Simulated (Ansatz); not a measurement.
# Work function of unrelaxed hcp Co films from 1 to 13 layers with PBE

A film two atoms thick has no interior, yet its work function may already be close to that of a thick film. The puzzle is how few layers a metal needs before its surface stops sensing the opposite face. For cobalt this matters in thin magnetic electrodes, where the work function helps to set the barrier for electrons entering an insulator or a semiconductor. We calculate the work function Φ of free-standing hcp Co slabs with PBE, as the vacuum level less the Fermi level, and measure its convergence against the slab of 13 layers. The atoms stay at their bulk places, so the series shows the effect of thickness at fixed geometry.

## Method

Ansatz 0.2.0, plane-wave Kohn-Sham DFT with its default PAW datasets at a cutoff of 420 eV. Symmetric 1×1 slabs of 1 to 13 layers are cut at the tabulated measured lattice constant with atoms at bulk places and 18 Å of vacuum. In-plane k-spacing 0.15 Å⁻¹ (2π included), Fermi-Dirac smearing of 0.1 eV, dipole correction on. Spin-polarised for Co from a ferromagnetic start, spin-paired otherwise. Scalar-relativistic, no spin-orbit coupling. PBE. The crystal is hcp; the mesh is the same for all thicknesses of a face.

Notes on method and selection:

- Confinement between the two faces quantises the states along the normal, so values can oscillate with thickness.
- The atoms are not relaxed; free films of one to three layers would take another lattice constant.
- One magnetic start was run.
- Runs in which the search for lower states was switched off are not listed.
- Work functions and vacuum levels are read from the electrostatic potential (Hartree and local ionic parts), which a warning of a rough exchange-correlation potential in thin density does not concern.
- Runs that did not converge, have known faults or may not be shown are not listed, and runs on Ansatz's PAW sets soft_1 and soft_2 are kept to separate tables.

Columns:

- layers: number of atomic layers.
- thickness (Å): distance between the outermost atomic planes.
- moment (μB): spin moment per atom of the slab, PBE.
- Φ (eV): work function: vacuum level outside the slab less the Fermi level.
- ΔΦ to thickest (eV): work function less that of the thickest slab of the same face.

Input lines of one member:

```
magnetization:
  spin_polarized: true
kpoints:
  mp_grid: { grid: [19, 19, 1] }
hamiltonian:
  xc: pbe
scf:
  occupations: { method: fermi_dirac, width: 0.1 }
  convergence: { dr2_threshold: 1.0e-09 }
efield:
  axis: 3
  dipole_correction: true
  ramp_position: 0.97
  ramp_width: 0.06
output:
```

Command (options for logging and memory left out): `ansatz run input.yaml --threads 4 --backend cpu`

## Numbers

| member | layers | thickness (Å) | moment (μB) | Φ (eV) | ΔΦ to thickest (eV) |
| --- | --- | --- | --- | --- | --- |
| 1 layer | 1 | 0.00 | 1.93 | 4.974 | −0.00731 |
| 2 layers | 2 | 2.04 | 1.75 | 5.019 | 0.03756 |
| 3 layers | 3 | 4.07 | 1.74 | ? | ? |
| 4 layers | 4 | 6.11 | 1.70 | 4.981 | −0.00072 |
| 5 layers | 5 | 8.14 | 1.70 | 4.979 | −0.00266 |
| 6 layers | 6 | 10.18 | 1.68 | 4.985 | 0.00358 |
| 7 layers | 7 | 12.21 | 1.68 | 4.984 | 0.00216 |
| 8 layers | 8 | 14.25 | 1.67 | 4.983 | 0.00154 |
| 10 layers | 10 | 18.32 | 1.66 | 4.979 | −0.00202 |
| 13 layers | 13 | 24.43 | 1.66 | 4.981 | 0.00000 |

Cells marked ? are withheld until the estimate has been made.

## Reading the trend

The work function does not creep towards its thick-film value. It lies 0.038 eV above the 13-layer value at two layers and within 0.001 eV of it at four. From four layers on, the values run between 4.979 and 4.985 eV, a range of 0.006 eV with no steady drift. Differences this small could come from the k-mesh and smearing, so we do not read them as quantum oscillations.

Screening is the likely reason for the early convergence. Φ depends on the dipole layer formed by electrons spilling out of the surface and on the Fermi level relative to the mean potential inside. A metal screens the surface disturbance within roughly one atomic layer, so the two faces soon become independent. In the thinnest films their disturbances overlap and the states along the normal are few and widely spaced. Either effect could produce the high value at two layers.

The single layer lies only 0.007 eV below the 13-layer slab, but it is not thick-film-like: its moment is 1.93 μB per atom, against 1.66 μB at 13 layers. Its nearly converged Φ may be a cancellation of larger changes and is no proof of convergence.

The mean moment settles more slowly because it is an average over all atoms. If each of the two outer layers carries an excess δ over the interior, the mean of N layers exceeds the interior value by 2δ/N. The rows for four and eight layers give δ = (1.70 − 1.67) / (2/4 − 2/8) = 0.12 μB. From four to 13 layers the mean should then fall by 2 × 0.12 × (1/4 − 1/13) = 0.04 μB, as it does in the table. Φ belongs to the face and carries no such 1/N dilution.

Geometry matters more than thickness here. Relaxing a slab of intermediate thickness lowered Φ by more than the whole spread among the unrelaxed films, so the converged value near 4.98 eV holds for bulk-like atomic positions only.

## Estimating the withheld member

Plain estimates from the members shown:

- 3 layers, straight-line interpolation between 2 layers and 4 layers: w = (3 − 2) / (4 − 2) = 0.500, so 5.019 + 0.500 × (4.981 − 5.019) = 5.000 eV

For three layers the choice is between the straight line from two to four layers, 5.000 eV, and the level of the thicker films. The straight line assumes that half of the two-layer excess survives the next layer, whereas screening should remove it faster.

The four-layer film offers a test. A line from two to five layers gives 5.019 + (2/3) × (4.979 − 5.019) = 4.992 eV, which is 0.011 eV too high. The mean of the films from five to 13 layers is (4.979 + 4.985 + 4.984 + 4.983 + 4.979 + 4.981) / 6 = 4.982 eV, only 0.001 eV too high. We therefore use the thick-film level, and the mean of the seven films from four to 13 layers is again (4.981 + 4.979 + 4.985 + 4.984 + 4.983 + 4.979 + 4.981) / 7 = 4.982 eV.

The moment of 1.74 μB, close to the 1.75 μB of two layers, gives no reason for a shift: the single layer has the largest moment and the lowest Φ shown, while two layers have the highest Φ.

The error bar has to reflect the thin films, where this route is least secure. One, two and four layers depart from 4.982 eV by −0.008, +0.037 and −0.001 eV, with a root mean square of about 0.02 eV. Most of that comes from the two-layer film, and the straight-line value of 5.000 eV lies at the upper edge of the bar.

**Committed estimate, 3 layers: Φ = 4.98 ± 0.02 eV.**

## Outcome

| member | layers | thickness (Å) | moment (μB) | Φ (eV) | ΔΦ to thickest (eV) |
| --- | --- | --- | --- | --- | --- |
| 3 layers | 3 | 4.07 | 1.74 | 4.993 | 0.01185 |

| member | estimate | Φ (eV) | computed | estimate − computed | miss in error bars |
| --- | --- | --- | --- | --- | --- |
| 3 layers | committed | 4.980 | 4.993 | −0.013 | 0.6 |
| 3 layers | interpolation | 5.000 | 4.993 | +0.007 |  |

The estimate of 4.98 eV was 0.013 eV too low, inside its error bar of 0.02 eV but worse than the straight-line interpolation, which was 0.007 eV too high. We were right that the two-layer excess fades faster than a straight line, but wrong to treat it as gone at three layers. Measured from the 13-layer slab, the excess falls from 0.038 eV at two layers to 0.012 eV at three, so 0.012 / 0.038 = 0.32 of it remains.

Our trial on the four-layer film could not reveal this, because that film already lies at the thick-film level. The result fits screening that is strong but not complete across three layers. It does not tell us how much of the remaining excess comes from overlap of the two surface disturbances and how much from the discrete states of a thin film.

## Exceptions

The two-layer film stands farthest out, 0.038 eV above the 13-layer slab, whereas the films from four layers on stay within 0.004 eV of it. Missing neighbours in the surface layer are an unlikely cause: in hcp stacking, an atom of a two-layer film has nine nearest neighbours, as does a surface atom of a thick film. What the bilayer lacks is the metal below its second layer. Interaction between the faces and the small number of states along the normal are therefore the likelier causes, though neither fixes the sign of the shift without a closer look at the states.

The three-layer film departs in the same direction by 0.012 eV, as expected if the same effect is dying away. The single layer lies 0.007 eV low, a small departure for a film with only six nearest neighbours per atom and no interior.

The surface excess of the moment is known less well than our δ = 0.12 μB suggests. It came from the difference of two rounded entries, 1.70 − 1.67 = 0.03 μB, and rounding alone lets that difference lie anywhere from 0.02 to 0.04 μB. The lower end gives δ = 0.02 / (2/4 − 2/8) = 0.08 μB, the upper end twice as much. The fall expected from four to 13 layers then lies between 2 × 0.02 / (2/4 − 2/8) × (1/4 − 1/13) = 0.03 μB and 2 × 0.04 / (2/4 − 2/8) × (1/4 − 1/13) = 0.06 μB. The tabulated fall of 0.04 μB fits the 1/N rule but tests it only loosely. Nor does the excess sit in the outermost layer alone: in the thicker films the layer beneath also has a raised moment, so δ is best read as the excess of a whole face.

## Conclusions and limits

All the films expose the close-packed basal face of hcp Co, and the conclusions hold for that face only; another face has its own Φ and may need another number of layers. For the basal face at fixed bulk geometry, four layers are enough to give Φ within 0.004 eV of the 13-layer value, so a cell of four atoms can replace one of 13 for this purpose. The seven films in that range scatter about their mean of 4.982 eV with a standard deviation of only about 0.002 eV. Below four layers each film has to be computed.

This precision concerns thickness alone, at one k-mesh and one smearing; how far Φ would move with either is not tested here. The tables are also silent on relaxation, because every film in them has its atoms at bulk places. When reading the trend we ranked geometry above thickness on the strength of a relaxed slab that is not listed. The numbers shown cannot support that ranking, and we withdraw it. What they do support is that the value near 4.98 eV belongs to unrelaxed films; a relaxed film needs its own calculation. The error of PBE itself is a separate matter, which convergence with thickness cannot reveal and which would need a comparison with measurement.

[On method and selection: Error sizes named in these notes are rules of thumb and were not measured on these runs. The default PAW datasets of this version of Ansatz are the set soft_2.]

[Logs are printed without paths, hosts, clocks, repeated set-up lines and the standing remarks that a program may print on its own settings, such as how far it seeks lower states.]
